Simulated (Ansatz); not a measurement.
# CdTe (F-43m) in Ansatz: notebook

The runs below take CdTe through single point, equation of state, with PBE.

Everything below comes from runs of Ansatz 0.2.0. Logs are shortened: lines on timing, memory, paths and dates and some standing lists are left out, and cuts for length are marked.

## Step 1: The crystal as given

It takes space group F-43m (No. 216, cubic). Conventional cell: a = 6.410 Å, b = 6.410 Å, c = 6.410 Å, α = 90.00°, β = 90.00°, γ = 90.00°. Te (site symmetry -43m) has 4 Cd at 2.78 Å as nearest neighbours. Cd (site symmetry -43m) is surrounded by 4 Te at 2.78 Å.

## Step 2: Single point, PBE, 30.95 Å³/atom (volume scaled by 0.94)

Contents of input.yaml:

```yaml
crystal:
  lattice:
    - [0.0, 3.1395734784, 3.1395734784]
    - [3.1395734784, 0.0, 3.1395734784]
    - [3.1395734784, 3.1395734784, 0.0]
  atoms:
    - { symbol: Te, position: [0.75, 0.75, 0.75] }
    - { symbol: Cd, position: [0.0, 0.0, 0.0] }
hamiltonian:
  xc: pbe
  pseudopotentials: { kind: paw }
kpoints:
  mp_grid: { grid: [7, 7, 7] }
scf:
  occupations: { method: fermi_dirac, width: 0.05 }
output:
  forces: true
  stress: true
  eigenvalues: true
  write_density: true
  write_potential: true
  elf: true
  volumetric_format: npy
```

Potentials or basis: Ansatz PAW.

Started as:

```
ansatz run input.yaml --threads 2 --pin off --max-ram 5120MiB --backend cpu --events-out ev --progress --plain --runs-dir out
```

Log:

```text
Warning: RAYON_NUM_THREADS=2 ignored (pool sized by the plan → 2); use --threads N
Engine: ansatz 0.2.0, aarch64-unknown-linux-gnu
Pseudopotentials: kind: paw
Pseudopotential: Te, paw, valence charge 16, recommended cutoff 420 eV (normal), Te.paw.azcp
Pseudopotential: Cd, paw, valence charge 20, recommended cutoff 420 eV (normal), Cd.paw.azcp
Functional definition: PBE
  parameter kappa = 0.804
  parameter beta = 0.06672455060314922
  exchange = pbe_x(kappa = kappa, mu = beta*pi^2/3)
  correlation = pbe_c(beta = beta)
Crystal: 2 atoms, lattice volume = 61.893 Å³
Basis set: ecut = 420 eV, 1243 PW (Γ), exchange–correlation on 60×60×60 points (8 copies of the dense FFT grid, shifted against one another)
Bands: 22, of which v1, the nominal top of the filled ones, is band 18 counted from 1 (17 counted from 0)
Symmetry: 24 space group operations
Space group: F-43m (ITA 216), of the structure as read, at distance tolerance 4.0e-5 Å
k-points: 20 of 343 (time reversal used)
Non-local potential: Te, projectors of the file, l = 0: 2, l = 1: 2, l = 2: 2, l = 3: 2
Non-local potential: Cd, projectors of the file, l = 0: 3, l = 1: 2, l = 2: 2, l = 3: 1
PAW form: soft (Blöchl's): semilocal exchange-correlation on the pseudo side does not see the compensation charge
PAW one-centre angular grid: Te, 590 points (default); XC on 64 Gauss nodes
PAW one-centre angular grid: Cd, 590 points (default); XC on 64 Gauss nodes
Initial density: superposition of atomic densities (neutral atoms: chi_scale 0, normalization atom), corrected by the library's trained network
Initial wavefunctions: pseudopotential atomic-orbital guess
Functional: x = pbe(κ = 0.804, μ = 0.2195149727645171), c = pbe(β = 0.06672455060314922)
SCF iter   1: F=—  HF=-15235.108154 eV  |F-HF|=—  |Δ(HF+E_count)|=         —  Δρ=1.27e-3  dr2=2.16e-3  ethr=1.77e-3  ⟨swp⟩=6.0  Hψ=2090  notcnv=0
preconditioner: auto → none  [insulator: Δε(μ)=1.051 eV  Ē_g=11.830 eV  σ=0.050 eV  W_gap=1.00  n_scr=14 (ndim 8)  ℏωp=20.0 eV  f_vac=0.160  D(μ)=0.00/eV (n_scr^D=0)  ε∞_Penn≈3.9]
SCF iter   2: F=—  HF=-15235.107697 eV  |F-HF|=—  |Δ(HF+E_count)|=   4.57e-4  Δρ=5.22e-4  dr2=1.68e-4  ethr=6.00e-6  ⟨swp⟩=2.2  Hψ=795  notcnv=0
SCF iter   3: F=—  HF=-15235.107719 eV  |F-HF|=—  |Δ(HF+E_count)|=   2.28e-5  Δρ=1.93e-4  dr2=2.31e-5  ethr=4.66e-7  ⟨swp⟩=2.2  Hψ=784  notcnv=0
SCF iter   4: F=—  HF=-15235.107738 eV  |F-HF|=—  |Δ(HF+E_count)|=   1.86e-5  Δρ=6.38e-5  dr2=2.14e-6  ethr=6.40e-8  ⟨swp⟩=2.0  Hψ=615  notcnv=0
iter 5 did not close the SCF: its close was put off for the readings that it lacked (scf_convergence_deferred on its scf_iter line)
SCF iter   5: F=-15235.107744 eV  HF=-15235.107744 eV  |F-HF|=2.30e-7  |Δ(HF+E_count)|=   6.28e-6  Δρ=1.32e-5  dr2=7.17e-8  ethr=5.95e-9  ⟨swp⟩=2.0  Hψ=620  notcnv=0
SCF iter   6: F=-15235.107744 eV  HF=-15235.107744 eV  |F-HF|=1.23e-9  |Δ(HF+E_count)|=   2.79e-7  Δρ=1.68e-6  dr2=9.95e-10  ethr=1.99e-10  ⟨swp⟩=7.4  Hψ=2824  notcnv=0
SCF 1 converged in 6 iterations: F = -15235.107744 eV  dr2 = 9.95e-10
SCF converged after 6 iterations
Free energy (F): -15235.107744 eV
Harris-Foulkes:  -15235.107744 eV  (|F-HF|=1.23e-9)
Internal energy: -15235.107744 eV  (E = F + TS)
E sigma→0 (E₀):  -15235.107744 eV
Entropy (-TS):   -0.000000 eV (-0.000 meV/atom)
Fermi energy:    9.447983 eV
--- Per-component energies (eV) ---
  E_band       = -749.071003
  E_kinetic    = 687.941536
  E_local      = -5209.555694  (includes V_loc(G=0)·N_el)
  E_nonlocal   = -276.835224
  E_hartree    = 2648.440216
  E_xc         = -302.398716
  E_vxc        = -327.667869  (∫ρ·V_xc dr)
  E_paw        = -8745.540271  (= ΣΔE_a)
  E_vpaw       = -919.835530  (= ΣTr[D̂ρ^β])
  E_aug_tail   = -0.000156  (compensation charges beyond the density's cutoff)
  E_ewald      = -4037.159435
  E_smearing   = -0.000000  (= −TS)
  E_closure    = 0.000000  (closes the sum)
  Σ components = -15235.107744   (vs F -15235.107744, Δ=0.00e0)
--- Forces (eV/Å), atoms counted from 1 ---
  atom   1  Te     0.00000000    -0.00000000     0.00000000
  atom   2  Cd    -0.00000000     0.00000000    -0.00000000
  max |Σ_I F_I| component: 1.23e-16 eV/Å
--- Stress (GPa, compression-positive) ---
        8.085458      -0.000000      -0.000000
       -0.000000       8.085458       0.000000
        0.000000       0.000000       8.085458
  P = ⅓ Tr σ = 8.0855 GPa (80.855 kbar)
--- Band table (eV; the first three rows and the last of 20) ---
  k-point 0: bands = ["-93.5007", "-54.5649", "-54.5649", "-54.5649", "-27.3707", "-27.3707", "-27.3707", "-27.3586", "-27.3586", "-2.8804", "0.2319", "0.2319", "0.2319", "0.5705", "0.5705", "8.8865", "8.8865", "8.8865", "9.9504", "13.4262", "13.4262", "13.4262"]
  k-point 1: bands = ["-93.5007", "-54.5649", "-54.5649", "-54.5649", "-27.3707", "-27.3706", "-27.3706", "-27.3585", "-27.3585", "-2.7877", "0.2505", "0.2505", "0.2975", "0.5688", "0.5688", "7.3495", "8.6738", "8.6738", "10.8834", "13.5347", "13.7287", "13.7287"]
  k-point 2: bands = ["-93.5007", "-54.5650", "-54.5649", "-54.5649", "-27.3708", "-27.3704", "-27.3704", "-27.3584", "-27.3584", "-2.5779", "0.2877", "0.2877", "0.5371", "0.5708", "0.5708", "5.4544", "8.2718", "8.2718", "10.9925", "14.0849", "14.0849", "14.8488"]
  k-point 19: bands = ["-93.5007", "-54.5650", "-54.5650", "-54.5649", "-27.3709", "-27.3705", "-27.3699", "-27.3585", "-27.3581", "-2.2526", "0.3788", "0.4001", "0.5282", "0.5717", "1.2630", "4.2367", "5.9308", "6.7266", "12.6394", "13.8433", "14.9215", "15.6579"]
```

v_z.tsv:

```text
# z_ang	v_es[eV]	v_tot[eV]
# format = ansatz-planar-average/11
# xc	pbe
# density_cutoff_ev	1680
# datasets	Te=:simpson_from_first_knot:soft	Cd=:simpson_from_first_knot:soft
# lattice	0.000000000	3.139573478	3.139573478
# lattice	3.139573478	0.000000000	3.139573478
# lattice	3.139573478	3.139573478	0.000000000
# sites	2
# site	52	4.709360218	4.709360218	4.709360218
# site	48	0.000000000	0.000000000	0.000000000
0.000000	3.464739e0	-7.830755e0
0.148001	4.483606e0	-6.376046e0
0.296002	5.471927e0	-4.825309e0
0.444003	6.374749e0	-3.259953e0
0.592004	7.274013e0	-1.637539e0
0.740005	8.197624e0	3.865748e-2
[... 22 lines left out ...]
4.144026	2.497882e0	-9.253200e0
4.292026	2.709114e0	-8.875357e0
```

It took 2.1 s on 2 threads of Arm Neoverse V1, shared host; peak memory 0.34 GiB.

What came out:

| Quantity | Value |
| --- | --- |
| Free energy | -15235.1077 eV |
| Pressure | 8.1 GPa |
| Band gap on the k mesh | 1.06 eV, direct |

Caveat: odd divisions of the mesh miss points on the zone boundary, where band edges often lie, so the gap on the mesh can be too wide; spin-orbit coupling is left out, which moves the levels of the heavy elements.

## Step 3: Single point, PBE, 31.60 Å³/atom (volume scaled by 0.96)

Edit input.yaml of step 2 so:

```diff
@@ -2,5 +2,5 @@
   lattice:
-    - [0.0, 3.1395734784, 3.1395734784]
-    - [3.1395734784, 0.0, 3.1395734784]
-    - [3.1395734784, 3.1395734784, 0.0]
+    - [0.0, 3.1616838793, 3.1616838793]
+    - [3.1616838793, 0.0, 3.1616838793]
+    - [3.1616838793, 3.1616838793, 0.0]
   atoms:
```

Potentials or basis: Ansatz PAW.

Started as:

```
ansatz run input.yaml --threads 2 --pin off --max-ram 5120MiB --backend cpu --events-out ev --progress --plain --runs-dir out
```

Run time: 2.1 s. Hardware: 2 threads of Arm Neoverse V1, shared host; peak memory 0.34 GiB.

Results (log left out):

| Quantity | Value |
| --- | --- |
| Free energy | -15235.1683 eV |
| Pressure | 6.7 GPa |
| Band gap on the k mesh | 1.00 eV, direct |

Caveat: odd divisions of the mesh miss points on the zone boundary, where band edges often lie, so the gap on the mesh can be too wide; spin-orbit coupling is left out, which moves the levels of the heavy elements.

## Step 4: Single point, PBE, 32.26 Å³/atom (volume scaled by 0.98)

Contents of input.yaml:

```yaml
crystal:
  lattice:
    - [0.0, 3.1834892848, 3.1834892848]
    - [3.1834892848, 0.0, 3.1834892848]
    - [3.1834892848, 3.1834892848, 0.0]
  atoms:
    - { symbol: Te, position: [0.75, 0.75, 0.75] }
    - { symbol: Cd, position: [0.0, 0.0, 0.0] }
hamiltonian:
  xc: pbe
  pseudopotentials: { kind: paw }
kpoints:
  mp_grid: { grid: [7, 7, 7] }
scf:
  occupations: { method: fermi_dirac, width: 0.05 }
output:
  forces: true
  stress: true
  eigenvalues: true
```

Started as:

```
ansatz run input.yaml --threads 2 --pin off --max-ram 5120MiB --backend cpu --events-out ev --progress --plain --runs-dir out
```

Wall time 1.6 s (2 threads of Arm Neoverse V1, shared host); peak memory 0.33 GiB.

Results (log left out):

- Free energy: -15235.2177 eV
- Pressure: 5.4 GPa
- Band gap on the k mesh: 0.93 eV, direct

Caveat: odd divisions of the mesh miss points on the zone boundary, where band edges often lie, so the gap on the mesh can be too wide; spin-orbit coupling is left out, which moves the levels of the heavy elements.

## Step 5: Single point, PBE, 32.92 Å³/atom

Edit input.yaml of step 4 so:

```diff
@@ -2,5 +2,5 @@
   lattice:
-    - [0.0, 3.1834892848, 3.1834892848]
-    - [3.1834892848, 0.0, 3.1834892848]
-    - [3.1834892848, 3.1834892848, 0.0]
+    - [0.0, 3.205, 3.205]
+    - [3.205, 0.0, 3.205]
+    - [3.205, 3.205, 0.0]
   atoms:
@@ -19 +19,5 @@
   eigenvalues: true
+  write_density: true
+  write_potential: true
+  elf: true
+  volumetric_format: npy
```

Started as:

```
ansatz run input.yaml --threads 2 --pin off --max-ram 5120MiB --backend cpu --events-out ev --progress --plain --runs-dir out
```

Run time: 2.2 s. Hardware: 2 threads of Arm Neoverse V1, shared host; peak memory 0.34 GiB.

Results (log left out):

```
Free energy            : -15235.2572 eV
Pressure               : 4.2 GPa
Band gap on the k mesh : 0.87 eV, direct
```

Caveat: odd divisions of the mesh miss points on the zone boundary, where band edges often lie, so the gap on the mesh can be too wide; spin-orbit coupling is left out, which moves the levels of the heavy elements.

## Step 6: Single point, PBE, 33.58 Å³/atom (volume scaled by 1.02)

Edit input.yaml of step 5 so:

```diff
@@ -2,5 +2,5 @@
   lattice:
-    - [0.0, 3.205, 3.205]
-    - [3.205, 0.0, 3.205]
-    - [3.205, 3.205, 0.0]
+    - [0.0, 3.2262257841, 3.2262257841]
+    - [3.2262257841, 0.0, 3.2262257841]
+    - [3.2262257841, 3.2262257841, 0.0]
   atoms:
```

Potentials or basis: Ansatz PAW.

Started as:

```
ansatz run input.yaml --threads 2 --pin off --max-ram 5120MiB --backend cpu --events-out ev --progress --plain --runs-dir out
```

Run time: 2.2 s. Hardware: 2 threads of Arm Neoverse V1, shared host; peak memory 0.34 GiB.

It converged, with:

* Free energy: -15235.2878 eV
* Pressure: 3.2 GPa
* Band gap on the k mesh: 0.81 eV, direct

Caveat: odd divisions of the mesh miss points on the zone boundary, where band edges often lie, so the gap on the mesh can be too wide; spin-orbit coupling is left out, which moves the levels of the heavy elements.

## Step 7: Single point, PBE, 34.24 Å³/atom (volume scaled by 1.04)

Contents of input.yaml:

```yaml
crystal:
  lattice:
    - [0.0, 3.2471758892, 3.2471758892]
    - [3.2471758892, 0.0, 3.2471758892]
    - [3.2471758892, 3.2471758892, 0.0]
  atoms:
    - { symbol: Te, position: [0.75, 0.75, 0.75] }
    - { symbol: Cd, position: [0.0, 0.0, 0.0] }
hamiltonian:
  xc: pbe
  pseudopotentials: { kind: paw }
kpoints:
  mp_grid: { grid: [7, 7, 7] }
scf:
  occupations: { method: fermi_dirac, width: 0.05 }
output:
  forces: true
  stress: true
  eigenvalues: true
```

Started as:

```
ansatz run input.yaml --threads 2 --pin off --max-ram 5120MiB --backend cpu --events-out ev --progress --plain --runs-dir out
```

Run time: 1.7 s. Hardware: 2 threads of Arm Neoverse V1, shared host; peak memory 0.34 GiB.

It converged, with:

```yaml
Free_energy: -15235.3103 eV
Pressure: 2.3 GPa
Band_gap_on_the_k_mesh: 0.75 eV, direct
```

Caveat: odd divisions of the mesh miss points on the zone boundary, where band edges often lie, so the gap on the mesh can be too wide; spin-orbit coupling is left out, which moves the levels of the heavy elements.

## Step 8: Single point, PBE, 34.90 Å³/atom (volume scaled by 1.06)

Edit input.yaml of step 7 so:

```diff
@@ -2,5 +2,5 @@
   lattice:
-    - [0.0, 3.2471758892, 3.2471758892]
-    - [3.2471758892, 0.0, 3.2471758892]
-    - [3.2471758892, 3.2471758892, 0.0]
+    - [0.0, 3.2678590959, 3.2678590959]
+    - [3.2678590959, 0.0, 3.2678590959]
+    - [3.2678590959, 3.2678590959, 0.0]
   atoms:
@@ -19 +19,5 @@
   eigenvalues: true
+  write_density: true
+  write_potential: true
+  elf: true
+  volumetric_format: npy
```

Started as:

```
ansatz run input.yaml --threads 2 --pin off --max-ram 5120MiB --backend cpu --events-out ev --progress --plain --runs-dir out
```

It took 2.4 s on 2 threads of Arm Neoverse V1, shared host; peak memory 0.35 GiB.

The run converged. Its results:

| Property | Result |
| --- | --- |
| Free energy | -15235.3257 eV |
| Pressure | 1.5 GPa |
| Band gap on the k mesh | 0.70 eV, direct |

Caveat: odd divisions of the mesh miss points on the zone boundary, where band edges often lie, so the gap on the mesh can be too wide; spin-orbit coupling is left out, which moves the levels of the heavy elements.

## Step 9: Equation of state, PBE

Potentials or basis: Ansatz PAW.

This step only gathers the single runs of the series.

What came out:

```
Equilibrium volume : 36.25 Å³/atom (rough: see the caveat)
Bulk modulus       : 35 GPa (rough)
```

Energy against volume, from the lowest point:
```tsv
volume (Å³/atom)	energy (meV/atom)
30.947	108.96
31.605	78.69
32.263	53.96
32.922	34.21
33.580	18.92
34.239	7.67
34.897	0.00
```

Caveat: the minimum lies outside the volumes run.
